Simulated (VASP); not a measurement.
# K (Pm-3m) in VASP: further runs

The runs below take K through single point, with revPBE.

All numbers are computed with VASP 6.6.1; they aren't measurements. Logs are shortened: lines on timing, memory, paths and dates and some standing lists are left out, and cuts for length are marked.

## 1. The crystal as given

Symmetry: Pm-3m, No. 221, cubic system. The conventional cell has a = 4.408 Å, b = 4.408 Å, c = 4.408 Å, α = 90.00°, β = 90.00°, γ = 90.00°. Around K (site symmetry m-3m) lie 6 K at 4.41 Å.

This isn't the form of K at room conditions, which is bcc.

## 2. Single point, revPBE

INCAR

```
SYSTEM = K
ALGO = Normal
EDIFF = 1E-6
ENCUT = 520
GGA = RE
ISIF = 2
ISMEAR = -1
LASPH = .TRUE.
LCHARG = .FALSE.
LREAL = .FALSE.
LWAVE = .FALSE.
NBANDS = 10
NELM = 60
PREC = Accurate
SIGMA = 0.1
```

KPOINTS

```
k-points
0
G
  12 12 12
  0 0 0
```

POSCAR

```
K
1.0
    4.4083149871      0.0000000000      0.0000000000
    0.0000000000      4.4083149871      0.0000000000
    0.0000000000      0.0000000000      4.4083149871
K
1
Direct
    0.0000000000      0.0000000000      0.0000000000
```

Potentials or basis: VASP PAW PBE potentials, release 64 (K_sv).

Launch:

```console
$ cat potpaw_PBE.64/K_sv/POTCAR > POTCAR
$ mpirun -np 1 vasp_std > vasp.out
```

OUTCAR:

```text
SYSTEM = K
   EDIFF = 1E-6
   ENCUT = 520
   GGA = RE
   ISIF = 2
   ISMEAR = -1
   LASPH = .TRUE.
   LREAL = .FALSE.
   NELM = 60
   PREC = Accurate

 ion  position               nearest neighbor table
   1  0.000  0.000  0.000-

  LATTYP: Found a simple cubic cell.
 ALAT       =     4.4083149871

  Lattice vectors:

 A1 = (   4.4083149871,   0.0000000000,   0.0000000000)
 A2 = (   0.0000000000,   4.4083149871,   0.0000000000)
 A3 = (   0.0000000000,   0.0000000000,   4.4083149871)

Analysis of symmetry for initial positions (statically):
=====================================================================
 Subroutine PRICEL returns:
 Original cell was already a primitive cell.

 Routine SETGRP: Setting up the symmetry group for a
 simple cubic supercell.

 Subroutine GETGRP returns: Found 48 space group operations
 (whereof 48 operations were pure point group operations)
 out of a pool of 48 trial point group operations.

The static configuration has the point symmetry O_h .

Analysis of symmetry for dynamics (positions and initial velocities):
=====================================================================
 Subroutine PRICEL returns:
 Original cell was already a primitive cell.

 Routine SETGRP: Setting up the symmetry group for a
 simple cubic supercell.

 Subroutine GETGRP returns: Found 48 space group operations
 (whereof 48 operations were pure point group operations)
 out of a pool of 48 trial point group operations.

The dynamic configuration has the point symmetry O_h .

 Subroutine INISYM returns: Found 48 space group operations
 (whereof 48 operations are pure point group operations),
 and found     1 'primitive' translations

----------------------------------------------------------------------------------------

                                     Primitive cell

  volume of cell :      85.6678

  direct lattice vectors                    reciprocal lattice vectors
     4.408314987  0.000000000  0.000000000     0.226844044  0.000000000  0.000000000
     0.000000000  4.408314987  0.000000000     0.000000000  0.226844044  0.000000000
     0.000000000  0.000000000  4.408314987     0.000000000  0.000000000  0.226844044

  length of vectors
     4.408314987  4.408314987  4.408314987     0.226844044  0.226844044  0.226844044

[... 74 lines left out ...]
   LSORBIT =      F    spin-orbit coupling
   LASPH  =      T    aspherical Exc in radial PAW
   ENCUT  =  520.0 eV  38.22 Ry    6.18 a.u.   8.20  8.20  8.20*2*pi/ulx,y,z
   NELM   =     60;   NELMIN=  2; NELMDL= -5     # of ELM steps
   EDIFF  = 0.1E-05   stopping-criterion for ELM
   LREAL  =      F    real-space projection
[... 7 lines left out ...]
   TEBEG  =    0.0;   TEEND  =   0.0 temperature during run
   PSTRESS=    0.0 pullay stress
   NELECT =       9.0000    total number of electrons
   NUPDOWN=      -1.0000    fix difference up-down
   EMIN   =  10.00;   EMAX   =-10.00  energy-range for DOS
   EFERMI =   0.00;   METHOD = LEGACY
   ISMEAR =    -1;   SIGMA  =   0.10  broadening in eV -4-tet -1-fermi 0-gaus
   EFERMI_NEDOS =   21; number of points for ismear=-14 and -15
   IALGO  =     38    algorithm
   IMIX   =      4    mixing-type and parameters
     AMIX     =   0.40;   BMIX     =  1.00
     AMIX_MAG =   1.60;   BMIX_MAG =  1.00
  volume/ion in A,a.u.               =      85.67       578.12
  Fermi-wavevector in a.u.,A,eV,Ry     =   0.772473  1.459761  8.118784  0.596714
  Thomas-Fermi vector in A             =   1.874111
   LORBIT       =      0    0 simple, 1 ext, 2 COOP (PROOUT), +10 PAW based schemes
   GGA     = RE    functional components
   LHFCALC =     F    Hartree Fock is set to
   AEXX    =    0.0000 exact exchange contribution
   IVDW    =     0    specifies the selected vdW correction
   LEPSILON=     F    determine dielectric tensor
   LRPA    =     F    only Hartree local field effects (RPA)
 non-spin polarized calculation
  energy-cutoff  :      520.00
  volume of cell :       85.67
 maximum number of plane-waves:      2325
 NGX is ok and might be reduce to    36
   NGX = 17   NGY = 17   NGZ = 17

 number of electron       9.0000001 magnetization

 Free energy of the ion-electron system (eV)
  ---------------------------------------------------
  ext. energy  EPLUGINS =         0.00000000
  ---------------------------------------------------
  free energy    TOTEN  =        -0.85792048 eV

  energy without entropy =       -0.83051935  energy(sigma->0) =       -0.84421992

 E-fermi :  -0.2932     XC(G=0):  -5.1796

 val. band max:       -0.3157290350   @ k =   0.5000   0.0000   0.0000
 cond. band min:      -0.2826221447   @ k =   0.4167   0.2500   0.0833
 fundamental gap:      0.0331068902
 Fermi energy:        -0.2932471104

 k-point     1 :       0.0000    0.0000    0.0000
  band No.  band energies     occupation
      1     -32.7796      2.00000
      2     -16.1950      2.00000
      3     -16.1950      2.00000
      4     -16.1950      2.00000
      5      -2.2485      2.00000
      6       2.6143      0.00000
      7       2.6143      0.00000
      8       5.7433      0.00000
      9       5.7460      0.00000
     10       5.7470      0.00000
[... 287 lines left out ...]
 k-point    24 :       0.4167    0.3333    0.0000
  band No.  band energies     occupation
      1     -32.7747      2.00000
      2     -16.2494      2.00000
      3     -16.2367      2.00000
      4     -16.1861      2.00000
      5       0.0106      0.09147
      6       1.1521      0.00000
      7       2.1721      0.00000
      8       3.0550      0.00000
      9       4.6246      0.00000
     10       4.9006      0.00000

 [... further k-points ...]

------------------------ aborting loop because EDIFF is reached ----------------------------------------

  FORCE on cell =-STRESS in cart. coord.  units (eV):
  Direction    XX          YY          ZZ          XY          YZ          ZX
  --------------------------------------------------------------------------------------
  -------------------------------------------------------------------------------------
  Total       -0.0006329     -0.0006329     -0.0006329      0.0000000     -0.0000000      0.0000000
  in kB       -0.0118367     -0.0118367     -0.0118367      0.0000000     -0.0000000      0.0000000
  external PRESSURE =      -0.0118367 kB  Pullay stress =       0.0000000 kB

 VOLUME and BASIS-vectors are now :
 -----------------------------------------------------------------------------
  energy-cutoff  :      520.00
  volume of cell :       85.67
      direct lattice vectors                 reciprocal lattice vectors
     4.408314987  0.000000000  0.000000000     0.226844044  0.000000000  0.000000000
     0.000000000  4.408314987  0.000000000     0.000000000  0.226844044  0.000000000
     0.000000000  0.000000000  4.408314987     0.000000000  0.000000000  0.226844044

 POSITION                                       TOTAL-FORCE (eV/Angst)
 -----------------------------------------------------------------------------------
      0.00000      0.00000      0.00000         0.000000      0.000000      0.000000
 -----------------------------------------------------------------------------------
    total drift:                                0.000000      0.000000     -0.000000

  FREE ENERGIE OF THE ION-ELECTRON SYSTEM (eV)
  ---------------------------------------------------
  free  energy   TOTEN  =        -0.8579204844 eV

  energy  without entropy=       -0.8305193474  energy(sigma->0) =       -0.84421992
```

OSZICAR:

```text
N       E                     dE             d eps       ncg     rms          rms(c)
DAV:   1     0.460674049607E+02    0.46067E+02   -0.35091E+03  1680   0.679E+02
DAV:   2     0.914179828548E+00   -0.45153E+02   -0.44456E+02  1812   0.188E+02
DAV:   3    -0.788396956264E+00   -0.17026E+01   -0.16923E+01  2620   0.288E+01
DAV:   4    -0.853115215511E+00   -0.64718E-01   -0.64511E-01  2362   0.468E+00
DAV:   5    -0.854240796042E+00   -0.11256E-02   -0.11253E-02  2542   0.505E-01    0.139E+00
DAV:   6    -0.856295207055E+00   -0.20544E-02   -0.14879E-03  2502   0.254E-01    0.847E-01
DAV:   7    -0.857784539053E+00   -0.14893E-02   -0.34434E-03  2606   0.420E-01    0.756E-02
DAV:   8    -0.857913087628E+00   -0.12855E-03   -0.15119E-04  2502   0.131E-01    0.196E-02
DAV:   9    -0.857921245409E+00   -0.81578E-05   -0.28085E-05  2570   0.335E-02    0.598E-03
DAV:  10    -0.857920484407E+00    0.76100E-06   -0.15097E-06  2190   0.133E-02
   1 F= -.85792048E+00 E0= -.84421992E+00  d E =-.274011E-01
```

Run time: 23 s. Hardware: 1 thread of Intel Xeon Platinum 8488C (Sapphire Rapids), shared host; peak memory 0.23 GiB.

Results:

- Free energy: -0.8579 eV
- Pressure: 0.0 GPa
- Band gap on the k mesh: none (metal or under the smearing width)

Levels at points of the mesh, in eV from the Fermi level:
| k point | band 1 | band 2 | band 3 | band 4 | band 5 | band 6 | band 7 | band 8 |
| --- | --- | --- | --- | --- | --- | --- | --- | --- |
| (0.00, 0.00, 0.00) | -32.49 | -15.90 | -15.90 | -15.90 | -1.96 | 2.91 | 2.91 | 6.04 |
| (0.50, 0.00, 0.00) | -32.48 | -15.97 | -15.90 | -15.90 | -0.02 | 0.15 | 3.51 | 4.58 |
| (0.50, 0.50, 0.00) | -32.48 | -15.96 | -15.96 | -15.89 | 1.16 | 2.03 | 2.03 | 2.04 |
| (0.50, 0.50, 0.50) | -32.48 | -15.95 | -15.95 | -15.95 | 2.29 | 2.29 | 2.29 | 4.05 |

Caveat: the PAW data sets were made with another functional, which shifts forces and pressure a little.

## 3. Single point, revPBE

INCAR

```
SYSTEM = K
PREC = Accurate
ENCUT = 520
EDIFF = 1E-6
ISMEAR = -1
SIGMA = 0.1
LREAL = .FALSE.
LASPH = .TRUE.
NELM = 80
ALGO = Normal
ISIF = 2
LWAVE = .FALSE.
LCHARG = .FALSE.
GGA = RE
NBANDS = 10
```

KPOINTS

```
regular mesh
0
G
  8 8 8
  0 0 0
```

POSCAR is that of step 2.

Potentials or basis: VASP PAW PBE potentials, release 64 (K_sv).

Launch:

```console
$ cat potpaw_PBE.64/K_sv/POTCAR > POTCAR
$ mpirun -np 1 vasp_std > vasp.out
```

Run time: 11 s. Hardware: 1 thread of Intel Xeon Platinum 8488C (Sapphire Rapids), shared host; peak memory 0.2 GiB.

Results (log left out):

- Free energy: -0.8591 eV
- Pressure: 0.0 GPa
- Band gap on the k mesh: none (metal or under the smearing width)

Levels at points of the mesh, in eV from the Fermi level:
```
           k point  band 2  band 3  band 4  band 5  band 6  band 7
(0.00, 0.00, 0.00)  -15.91  -15.91  -15.91   -1.96    2.90    2.90
(0.50, 0.00, 0.00)  -15.98  -15.91  -15.91   -0.03    0.14    3.50
(0.50, 0.50, 0.00)  -15.97  -15.97  -15.90    1.15    2.02    2.02
(0.50, 0.50, 0.50)  -15.96  -15.96  -15.96    2.28    2.28    2.28
```

Caveat: the PAW data sets were made with another functional, which shifts forces and pressure a little.

## 4. Single point, revPBE

This run uses another cell than the first one, of 95.95 Å³/atom, 1.120 times its volume.

INCAR

```
  PREC = Accurate
  ENCUT = 520
  EDIFF = 1E-7
  ISMEAR = -1
  SIGMA = 0.1
  LREAL = F
  LASPH = T
  NELM = 100
  ALGO = Normal
  ISIF = 2
  LWAVE = F
  LCHARG = F
  GGA = RE
  NBANDS = 10
```

KPOINTS

```
regular mesh
0
Gamma
  8 8 8
```

POSCAR

```
K
1.0
    4.5780299139      0.0000000000      0.0000000000
    0.0000000000      4.5780299139      0.0000000000
    0.0000000000      0.0000000000      4.5780299139
K
1
Direct
    0.0000000000      0.0000000000      0.0000000000
```

Launch:

```console
$ cat potpaw_PBE.64/K_sv/POTCAR > POTCAR
$ mpirun -np 1 vasp_std > vasp.out
```

It took 12 s on 1 thread of Intel Xeon Platinum 8488C (Sapphire Rapids), shared host; peak memory 0.21 GiB.

The run converged. Its results:

| Quantity | Value |
| --- | --- |
| Free energy | -0.8519 eV |
| Pressure | -0.2 GPa |
| Band gap on the k mesh | none (metal or under the smearing width) |

Levels at points of the mesh, in eV from the Fermi level:
```
           k point  band 1  band 2  band 3  band 4  band 5  band 6  band 7  band 8
(0.00, 0.00, 0.00)  -32.55  -15.97  -15.97  -15.97   -1.82    2.86    2.86    5.59
(0.50, 0.00, 0.00)  -32.55  -16.01  -15.97  -15.97   -0.05    0.15    3.43    4.43
(0.50, 0.50, 0.00)  -32.55  -16.01  -16.01  -15.96    1.22    1.85    1.86    1.86
(0.50, 0.50, 0.50)  -32.54  -16.00  -16.00  -16.00    2.28    2.28    2.28    3.68
```

Caveat: the PAW data sets were made with another functional, which shifts forces and pressure a little.

## 5. Single point, revPBE

This run uses another cell than the first one, of 89.09 Å³/atom, 1.040 times its volume.

INCAR

```
PREC = Accurate
ENCUT = 520
EDIFF = 1E-6
ISMEAR = -1
SIGMA = 0.1
LREAL = False
LASPH = True
NELM = 60
ALGO = Fast
ISIF = 2
LWAVE = False
LCHARG = True
GGA = RE
LELF = True
LVHAR = True
NBANDS = 10
```

KPOINTS is that of step 4.

POSCAR

```
K
1.0
    4.4663257841      0.0000000000      0.0000000000
    0.0000000000      4.4663257841      0.0000000000
    0.0000000000      0.0000000000      4.4663257841
K
1
Direct
    0.0000000000      0.0000000000      0.0000000000
```

Launch:

```console
$ cat potpaw_PBE.64/K_sv/POTCAR > POTCAR
$ mpirun -np 1 vasp_std > vasp.out
```

Wall time 14 s (1 thread of Intel Xeon Platinum 8488C (Sapphire Rapids), shared host); peak memory 0.2 GiB.

Results (log left out):

```yaml
Free_energy: -0.8583 eV
Pressure: -0.1 GPa
Band_gap_on_the_k_mesh: none (metal or under the smearing width)
```

Levels at points of the mesh, in eV from the Fermi level:
| k point | band 2 | band 3 | band 4 | band 5 | band 6 | band 7 |
| --- | --- | --- | --- | --- | --- | --- |
| (0.00, 0.00, 0.00) | -15.93 | -15.93 | -15.93 | -1.91 | 2.89 | 2.89 |
| (0.50, 0.00, 0.00) | -15.99 | -15.93 | -15.93 | -0.04 | 0.14 | 3.47 |
| (0.50, 0.50, 0.00) | -15.98 | -15.98 | -15.92 | 1.18 | 1.96 | 1.96 |
| (0.50, 0.50, 0.50) | -15.97 | -15.97 | -15.97 | 2.28 | 2.28 | 2.28 |

Caveat: the PAW data sets were made with another functional, which shifts forces and pressure a little.

## 6. The runs side by side

| cell | k mesh | gap on the mesh (eV) | pressure (GPa) |
| --- | --- | --- | --- |
| Pm-3m, 85.67 Å³/atom | 12 × 12 × 12 | none | 0.0 |
| Pm-3m, 85.67 Å³/atom | 8 × 8 × 8 | none | 0.0 |
| Pm-3m, 95.95 Å³/atom | 8 × 8 × 8 | none | -0.2 |
| Pm-3m, 89.09 Å³/atom | 8 × 8 × 8 | none | -0.1 |

Alike in all rows: task single point; level revPBE; potentials or basis VASP PAW PBE potentials, release 64 (K_sv); no spin polarisation; cutoff (eV) 520; smearing fermi-dirac 0.1 eV.

Every run on the cell as given and a fine mesh finds a metal.

Caveats: the PAW data sets were made with another functional, which shifts forces and pressure a little.

Absolute energies hang on the potentials; compare differences alone.
